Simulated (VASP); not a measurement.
# BN (Fmm2) in VASP: a series of runs

Runs on BN. Level: PBE. Tasks: single point.

Program: VASP 6.6.1. These are calculated values, not measurements. Logs are shortened: lines on timing, memory, paths and dates and some standing lists are left out, and cuts for length are marked.

### Step 1. Starting point

Symmetry: Fmm2, No. 42, orthorhombic system. The conventional cell has a = 2.503 Å, b = 6.991 Å, c = 4.332 Å, α = 90.00°, β = 90.00°, γ = 90.00°. N (site symmetry mm2) is surrounded by 3 B at 1.44 Å. B (site symmetry mm2) has 3 N at 1.44 Å as nearest neighbours.

Measurements of this composition are mostly on another form, of space group No. 194.

### Step 2. Single point, PBE

Input file INCAR:

```
PREC = Accurate
ENCUT = 650
EDIFF = 1E-7
ISMEAR = 0
SIGMA = 0.05
LREAL = False
LASPH = True
NELM = 100
ALGO = Normal
ISIF = 2
LWAVE = False
LCHARG = False
GGA = PE
ADDGRID = False
```

Input file KPOINTS:

```
regular mesh
0
Gamma
  11 11 11
```

Input file POSCAR:

```
BN
1.0
    0.0000000000      3.4953158300      2.1660912400
    1.2516321000      0.0000000000      2.1660912400
    1.2516321000      3.4953158300      0.0000000000
N B
1 1
Direct
    0.6666513400      0.6666513400      0.3333486600
    0.0000486500      0.0000486500      0.9999513500
```

Potentials or basis: VASP PAW PBE potentials, release 64 (N_s, B_s).

Launch:

```sh
> cat potpaw_PBE.64/N_s/POTCAR potpaw_PBE.64/B_s/POTCAR > POTCAR
> mpirun -np 1 vasp_std > vasp.out
```

OUTCAR:

```text
PREC = Accurate
   ENCUT = 650
   EDIFF = 1E-7
   ISMEAR = 0
   LREAL = False
   LASPH = True
   NELM = 100
   ISIF = 2
   GGA = PE

 Found    216 irreducible k-points:

 Following reciprocal coordinates:
            Coordinates               Weight
  0.000000  0.000000  0.000000      1.000000
  0.090909 -0.000000 -0.000000      8.000000
  0.181818  0.000000 -0.000000      8.000000
  0.272727  0.000000 -0.000000      8.000000
  0.363636  0.000000  0.000000      8.000000
  0.454545 -0.000000 -0.000000      8.000000
   k-points           NKPTS =    216   k-points in BZ     NKDIM =    216   number of bands    NBANDS=      8
   number of dos      NEDOS =    301   number of ions     NIONS =      2
   total plane-waves  NPLWV =  27648
   dimension x,y,z NGX =    36 NGY =   24 NGZ =   32
   dimension x,y,z NGXF=    72 NGYF=   48 NGZF=   64
   ions per type =               1   1
   NGX,Y,Z   is equivalent  to a cutoff of  14.55, 15.95, 14.33 a.u.
   NGXF,Y,Z  is equivalent  to a cutoff of  29.11, 31.90, 28.66 a.u.
 SYSTEM =  unknown system
   PREC   = accura    normal or accurate (medium, high low for compatibility)
   ISTART =      0    job   : 0-new  1-cont  2-samecut
   ICHARG =      2    charge: 1-file 2-atom 10-const
   ISPIN  =      1    spin polarized calculation?
   LNONCOLLINEAR =      F non collinear calculations
   LSORBIT =      F    spin-orbit coupling
   LASPH  =      T    aspherical Exc in radial PAW
   ENCUT  =  650.0 eV  47.77 Ry    6.91 a.u.   8.55  5.20  7.72*2*pi/ulx,y,z
   NELM   =    100;   NELMIN=  2; NELMDL= -5     # of ELM steps
   EDIFF  = 0.1E-06   stopping-criterion for ELM
   LREAL  =      F    real-space projection
   EDIFFG = 0.1E-05   stopping-criterion for IOM
   NSW    =      0    number of steps for IOM
   IBRION =     -1    ionic relax: 0-MD 1-quasi-New 2-CG
   NFREE  =      0    steps in history (QN), initial steepest desc. (CG)
   ISIF   =      2    stress and relaxation
   ISYM   =      2    0-nonsym 1-usesym 2-fastsym
   POTIM  = 0.5000    time-step for ionic-motion
   TEBEG  =    0.0;   TEEND  =   0.0 temperature during run
   PSTRESS=    0.0 pullay stress
   NELECT =       8.0000    total number of electrons
   NUPDOWN=      -1.0000    fix difference up-down
   EMIN   =  10.00;   EMAX   =-10.00  energy-range for DOS
   EFERMI =   0.00;   METHOD = LEGACY
   ISMEAR =     0;   SIGMA  =   0.05  broadening in eV -4-tet -1-fermi 0-gaus
   EFERMI_NEDOS =   21; number of points for ismear=-14 and -15
   IALGO  =     38    algorithm
   IMIX   =      4    mixing-type and parameters
     AMIX     =   0.40;   BMIX     =  1.00
     AMIX_MAG =   1.60;   BMIX_MAG =  1.00
  volume/ion in A,a.u.               =       9.48        63.95
  Fermi-wavevector in a.u.,A,eV,Ry     =   1.228047  2.320672 20.518928  1.508099
  Thomas-Fermi vector in A             =   2.362987
   LORBIT       =      0    0 simple, 1 ext, 2 COOP (PROOUT), +10 PAW based schemes
   GGA     = PE    functional components
   LHFCALC =     F    Hartree Fock is set to
   AEXX    =    0.0000 exact exchange contribution
   IVDW    =     0    specifies the selected vdW correction
   LEPSILON=     F    determine dielectric tensor
   LRPA    =     F    only Hartree local field effects (RPA)
 non-spin polarized calculation
 Gauss-broadening in eV      SIGMA  =   0.05
  energy-cutoff  :      650.00
  volume of cell :       18.95
 maximum number of plane-waves:       727
 NGX is ok and might be reduce to    36
   NGX = 17   NGY = 11   NGZ = 15

 number of electron       8.0000000 magnetization

 Free energy of the ion-electron system (eV)
  ---------------------------------------------------
  ext. energy  EPLUGINS =         0.00000000
  ---------------------------------------------------
  free energy    TOTEN  =       -17.56271212 eV

  energy without entropy =      -17.56271212  energy(sigma->0) =      -17.56271212

 E-fermi :   3.4589     XC(G=0):  -9.6962

 val. band max:        3.2000458204   @ k =   0.4545  -0.3636   0.0909
 cond. band min:       7.0685720715   @ k =   0.0000   0.4545   0.4545
 fundamental gap:      3.8685262511
 Fermi energy:         3.4588707569

 k-point     1 :       0.0000    0.0000    0.0000
  band No.  band energies     occupation
      1     -14.7327      2.00000
      2      -1.3369      2.00000
      3       1.7148      2.00000
      4       1.7218      2.00000
      5       8.0106      0.00000
      6      14.6639      0.00000
      7      14.7233      0.00000
      8      16.1221      0.00000

 k-point     2 :       0.0909   -0.0000   -0.0000
  band No.  band energies     occupation
      1     -14.5680      2.00000
      2      -1.1758      2.00000
      3       1.0547      2.00000
      4       1.4104      2.00000
      5       8.3818      0.00000
      6      14.6206      0.00000
      7      15.3814      0.00000
      8      15.5531      0.00000

 k-point     3 :       0.1818    0.0000   -0.0000
  band No.  band energies     occupation
      1     -14.0854      2.00000
      2      -0.7238      2.00000
      3      -0.5374      2.00000
      4       0.6905      2.00000
      5       9.3480      0.00000
      6      14.0387      0.00000
      7      14.4566      0.00000
      8      17.2586      0.00000

 k-point     4 :       0.2727    0.0000   -0.0000
  band No.  band energies     occupation
      1     -13.3285      2.00000
      2      -2.5526      2.00000
      3      -0.0982      2.00000
      4       0.1019      2.00000
      5      10.4609      0.00000
      6      12.2643      0.00000
      7      14.3472      0.00000
      8      19.8375      0.00000

 k-point     5 :       0.3636    0.0000    0.0000
  band No.  band energies     occupation
      1     -12.4140      2.00000
      2      -4.4188      2.00000
      3      -0.7188      2.00000
      4       1.1057      2.00000
      5       9.4544      0.00000
      6      12.5035      0.00000
      7      14.7371      0.00000
      8      20.5916      0.00000

 k-point     6 :       0.4545   -0.0000   -0.0000
  band No.  band energies     occupation
      1     -11.6632      2.00000
      2      -5.6806      2.00000
      3      -1.0530      2.00000
      4       1.9873      2.00000
      5       8.0163      0.00000
      6      12.9477      0.00000
      7      16.0739      0.00000
      8      19.1496      0.00000

 [... further k-points ...]
[... 5 lines left out ...]
  --------------------------------------------------------------------------------------
  -------------------------------------------------------------------------------------
  Total        0.6699245      0.2036541      0.6759675      0.0000000      0.0000000      0.0000000
  in kB       56.6326070     17.2160678     57.1434616      0.0000000      0.0000000      0.0000000
  external PRESSURE =      43.6640455 kB  Pullay stress =       0.0000000 kB

 VOLUME and BASIS-vectors are now :
 -----------------------------------------------------------------------------
  energy-cutoff  :      650.00
  volume of cell :       18.95
      direct lattice vectors                 reciprocal lattice vectors
     0.000000000  3.495315830  2.166091240    -0.399478409  0.143048590  0.230830535
     1.251632100  0.000000000  2.166091240     0.399478409 -0.143048590  0.230830535
     1.251632100  3.495315830  0.000000000     0.399478409  0.143048590 -0.230830535

 POSITION                                       TOTAL-FORCE (eV/Angst)
 -----------------------------------------------------------------------------------
      1.25163      3.49532      2.88806         0.000000      0.000000     -0.010379
      1.25163      3.49532      0.00021         0.000000      0.000000      0.010379
 -----------------------------------------------------------------------------------
    total drift:                                0.000000      0.000002      0.000009

  FREE ENERGIE OF THE ION-ELECTRON SYSTEM (eV)
  ---------------------------------------------------
  free  energy   TOTEN  =       -17.5627121205 eV

  energy  without entropy=      -17.5627121205  energy(sigma->0) =      -17.56271212
```

OSZICAR:

```text
N       E                     dE             d eps       ncg     rms          rms(c)
DAV:   1     0.420398353605E+02    0.42040E+02   -0.47907E+03  3616   0.126E+03
DAV:   2    -0.169389106652E+02   -0.58979E+02   -0.56503E+02  3728   0.250E+02
DAV:   3    -0.194474259850E+02   -0.25085E+01   -0.25085E+01  5744   0.772E+01
DAV:   4    -0.194591424093E+02   -0.11716E-01   -0.11716E-01  4048   0.464E+00
DAV:   5    -0.194594070017E+02   -0.26459E-03   -0.26459E-03  6136   0.965E-01    0.177E+01
DAV:   6    -0.177743709837E+02    0.16850E+01   -0.68318E+00  5264   0.297E+01    0.218E+01
DAV:   7    -0.176541605359E+02    0.12021E+00   -0.11617E-01  5080   0.689E+00    0.165E+01
DAV:   8    -0.175635089447E+02    0.90652E-01   -0.34229E-01  5480   0.134E+01    0.112E+00
DAV:   9    -0.175625122779E+02    0.99667E-03   -0.35548E-03  3648   0.136E+00    0.509E-01
DAV:  10    -0.175626738903E+02   -0.16161E-03   -0.23083E-03  4688   0.125E+00    0.110E-01
DAV:  11    -0.175626834477E+02   -0.95574E-05   -0.36240E-05  4328   0.103E-01    0.623E-02
DAV:  12    -0.175627120670E+02   -0.28619E-04   -0.43519E-05  4112   0.986E-02    0.153E-02
DAV:  13    -0.175627120913E+02   -0.24298E-07   -0.15137E-06  4936   0.210E-02    0.633E-03
DAV:  14    -0.175627121205E+02   -0.29191E-07   -0.61355E-08  4280   0.429E-03
   1 F= -.17562712E+02 E0= -.17562712E+02  d E =-.195372E-15
```

stdout:

```text
POSCAR found type information on POSCAR N B
 POSCAR found :  2 types and       2 ions
 scaLAPACK will be used
 LDA part: xc-table for (Slater+PW92), standard interpolation
 POSCAR, INCAR and KPOINTS ok, starting setup
 FFT: planning ... GRIDC
 FFT: planning ... GRID_SOFT
 FFT: planning ... GRID
 WAVECAR not read
 entering main loop
```

Wall time 22 s (1 thread of Intel Xeon 6975P-C (Granite Rapids), shared host); peak memory 0.19 GiB.

The run converged, but some of its settings lie outside the range that counts as converged, so its numbers aren't taken as properties of the crystal.

What came out:

- Free energy: -17.5627 eV
- Pressure: 4.4 GPa
- Largest force: 0.010 eV/Å
- Band gap on the k mesh: 3.87 eV, indirect (least direct gap 4.72 eV)

Caveat: an odd mesh through Γ misses points on the zone boundary, where band edges often lie.

### Step 3. Single point, PBE

INCAR is that of step 2.

KPOINTS is that of step 2.

Input file POSCAR:

```
BN
1.0
    0.0000000000      3.4953158300      2.1660912400
    1.2516321000      0.0000000000      2.1660912400
    1.2516321000      3.4953158300      0.0000000000
N B
1 1
Direct
    0.6643870000      0.6373240000      0.3259630000
   -0.0156690000     -0.0240960000      1.0349220000
```

Potentials or basis: VASP PAW PBE potentials, release 64 (N_s, B_s).

Launch:

```sh
> cat potpaw_PBE.64/N_s/POTCAR potpaw_PBE.64/B_s/POTCAR > POTCAR
> mpirun -np 1 vasp_std > vasp.out
```

Wall time 67 s (1 thread of Intel Xeon 6975P-C (Granite Rapids), shared host); peak memory 0.28 GiB.

The run converged, but some of its settings lie outside the range that counts as converged, so its numbers aren't taken as properties of the crystal.

What came out:

| Property | Result |
| --- | --- |
| Free energy | -17.4188 eV |
| Pressure | 5.1 GPa |
| Largest force | 2.748 eV/Å |
| Band gap on the k mesh | 3.71 eV, indirect (least direct gap 4.54 eV) |

Caveat: an odd mesh through Γ misses points on the zone boundary, where band edges often lie.

### Step 4. Single point, PBE

Edit INCAR of step 3 so:

```diff
@@ -1,3 +1,3 @@
 PREC = Accurate
-ENCUT = 650
+ENCUT = 520
 EDIFF = 1E-7
```

Input file KPOINTS:

```
regular mesh
0
Gamma
  13 13 13
```

Input file POSCAR:

```
BN
1.0
    0.0000000000      3.4953158300      2.1660912400
    1.2516321000      0.0000000000      2.1660912400
    1.2516321000      3.4953158300      0.0000000000
N B
1 1
Direct
    0.6666513400      0.6666513400      0.3333486600
    0.0000486500      0.0000486500      0.9999513500
```

Launch:

```sh
> cat potpaw_PBE.64/N_s/POTCAR potpaw_PBE.64/B_s/POTCAR > POTCAR
> mpirun -np 1 vasp_std > vasp.out
```

It took 25 s on 1 thread of Intel Xeon 6975P-C (Granite Rapids), shared host; peak memory 0.18 GiB.

The run converged, but some of its settings lie outside the range that counts as converged, so its numbers aren't taken as properties of the crystal.

Results:

| Property | Result |
| --- | --- |
| Free energy | -17.5611 eV |
| Pressure | 4.2 GPa |
| Largest force | 0.010 eV/Å |
| Band gap on the k mesh | 3.90 eV, indirect (least direct gap 4.66 eV) |

Caveat: an odd mesh through Γ misses points on the zone boundary, where band edges often lie.

### Step 5. Single point, PBE

INCAR is that of step 4.

KPOINTS is that of step 4.

Input file POSCAR:

```
BN
1.0
    0.0000000000      3.4953158300      2.1660912400
    1.2516321000      0.0000000000      2.1660912400
    1.2516321000      3.4953158300      0.0000000000
N B
1 1
Direct
    0.6643870000      0.6373240000      0.3259630000
   -0.0156690000     -0.0240960000      1.0349220000
```

Launch:

```sh
> cat potpaw_PBE.64/N_s/POTCAR potpaw_PBE.64/B_s/POTCAR > POTCAR
> mpirun -np 1 vasp_std > vasp.out
```

Wall time 78 s (1 thread of Intel Xeon 6975P-C (Granite Rapids), shared host); peak memory 0.29 GiB.

These settings aren't checked as converged: the numbers below hold their error.

Results:

```yaml
Free_energy: -17.4171 eV
Pressure: 4.9 GPa
Largest_force: 2.749 eV/Å
Band_gap_on_the_k_mesh: 3.70 eV, indirect (least direct gap 4.59 eV)
```

Caveat: an odd mesh through Γ misses points on the zone boundary, where band edges often lie.

### Step 6. Single point, PBE

Edit INCAR of step 5 so:

```diff
@@ -1,3 +1,3 @@
 PREC = Accurate
-ENCUT = 520
+ENCUT = 900
 EDIFF = 1E-7
```

Input file KPOINTS:

```
regular mesh
0
Gamma
  11 11 11
```

Input file POSCAR:

```
BN
1.0
    0.0000000000      3.4953158300      2.1660912400
    1.2516321000      0.0000000000      2.1660912400
    1.2516321000      3.4953158300      0.0000000000
N B
1 1
Direct
    0.6666513400      0.6666513400      0.3333486600
    0.0000486500      0.0000486500      0.9999513500
```

Potentials or basis: VASP PAW PBE potentials, release 64 (N_s, B_s).

Launch:

```sh
> cat potpaw_PBE.64/N_s/POTCAR potpaw_PBE.64/B_s/POTCAR > POTCAR
> mpirun -np 1 vasp_std > vasp.out
```

It took 33 s on 1 thread of Intel Xeon 6975P-C (Granite Rapids), shared host; peak memory 0.22 GiB.

The run converged, but some of its settings lie outside the range that counts as converged, so its numbers aren't taken as properties of the crystal.

Results:

- Free energy: -17.5637 eV
- Pressure: 4.4 GPa
- Largest force: 0.010 eV/Å
- Band gap on the k mesh: 3.87 eV, indirect (least direct gap 4.72 eV)

Caveat: an odd mesh through Γ misses points on the zone boundary, where band edges often lie.

### Step 7. The reference run

An earlier run on the cell as given: functional PBE; potentials or basis VASP PAW PBE potentials, release 64 (N, B); cutoff 520 eV; k mesh 13 × 13 × 13; occupations fermi-dirac, width 0.05 eV; no spin polarisation.

- Pressure: 3.3 GPa
- Largest force: 0.010 eV/Å
- Band gap on the k mesh: 3.90 eV, indirect (least direct gap 4.65 eV)
